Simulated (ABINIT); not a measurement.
Write the native input for ABINIT 10.8.3 (patched build) that does the following.

| Quantity | Value |
| --- | --- |
| Task | single point |
| Functional | PBE |
| Potentials or basis | JTH PAW PBE v2.0 |
| Cutoff | 626 eV |
| k mesh | 6 × 6 × 5 |
| Occupations | fermi-dirac, width 0.05 eV |
| Spin | no spin polarisation |
| Fine-grid cutoff | 1224.51 eV |

The structure of SiO2 lies in POSCAR:

```
SiO2
1.0
    5.0605222284      0.0000000000      0.0000000000
   -2.5302611142      4.3825408062      0.0000000000
    0.0000000000      0.0000000000      5.5413533100
Si O
3 6
Direct
    0.5000000000      0.0000000000      0.0000000000  Si
    0.5000000000      0.5000000000      0.6666666667  Si
    0.0000000000      0.5000000000      0.3333333333  Si
    0.2086053700      0.7913946300      0.1666666667  O
    0.2086053700      0.4172107400      0.5000000000  O
    0.4172107400      0.2086053700      0.8333333333  O
    0.7913946300      0.2086053700      0.1666666667  O
    0.7913946300      0.5827892600      0.5000000000  O
    0.5827892600      0.7913946300      0.8333333333  O
```

The cell comes from a database or a generator and needn't be the stable form of this composition.

These files were run (other wordings do the same):

run.abi

```
pp_dirpath "./"
pseudos "Si.GGA_PBE-JTH.xml, O.GGA_PBE-JTH.xml"

structure "poscar:POSCAR"
natom 9

ecut 23.0
pawecutdg 45.0
pawxcdev 0
pawovlp 30

kptopt 1
ngkpt 6 6 5
nshiftk 1
shiftk 0.0 0.0 0.0

ixc 11

nband 30
occopt 3
tsmear 0.05 eV

nstep 100
tolvrs 1.0e-9

iomode 3
prtwf 0
prteig 0
prtebands 0
enunit 2
prtden 1
prtvha 1
prtvclmb 1
prtpot 1
```

Potentials or basis: JTH PAW PBE v2.0.

Launch:

```sh
$ mpirun --bind-to none -np 4 abinit run.abi > log 2>&1
```

Results of the run:

```json
{
  "Pressure": "3.1 GPa",
  "Largest force": "0.140 eV/Å",
  "Band gap on the k mesh": "5.70 eV, indirect (least direct gap 5.89 eV)"
}
```

Caveat: an odd mesh through Γ misses points on the zone boundary, where band edges often lie; the atomic spheres overlap.

It took 52 s on 4 MPI ranks on Arm Neoverse V2, on a shared host, peak memory 0.64 GiB a rank.
